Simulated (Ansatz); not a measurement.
## Ge: from a trial structure to a relaxed crystal

Computed with DFT r2SCAN, scalar-relativistic, plane waves, PAW (Ansatz). Cutoff 500 eV, Γ-centred k mesh, Gaussian smearing, no spin polarisation in the final step.

This is the end of a relaxation of cell and atoms.

```
Ge
1.0
     2.55492   -4.00999    0.00000
     2.55492    4.00999    0.00000
     0.00000    0.00000    3.95712
Ge
4
Direct
  0.14531 0.85469 0.16438
  0.64531 0.35469 0.33562
  0.85469 0.14531 0.83562
  0.35469 0.64531 0.66438
```

Energies count from the standard state of Ge at the same level.

**Question.** What space group does it have?

**Answer.** Cmce (No. 64). Conventional cell: a = 5.110 Å, b = 8.020 Å, c = 3.957 Å. Ge is coordinated by 5 Ge at 2.60–2.67 Å.

**Question.** How far above the standard state of Ge does it lie?

**Answer.** 0.38 eV/atom.

**Question.** Is it a metal?

**Answer.** Yes, bands cross the Fermi level on the 12×12×12 mesh.

The final run used a 12×12×12 mesh on its 4-atom cell and 0.10 eV smearing. The k mesh leaves about 4 meV/atom of noise in metals. The cell came from a trial start, so Ge may not exist in this structure.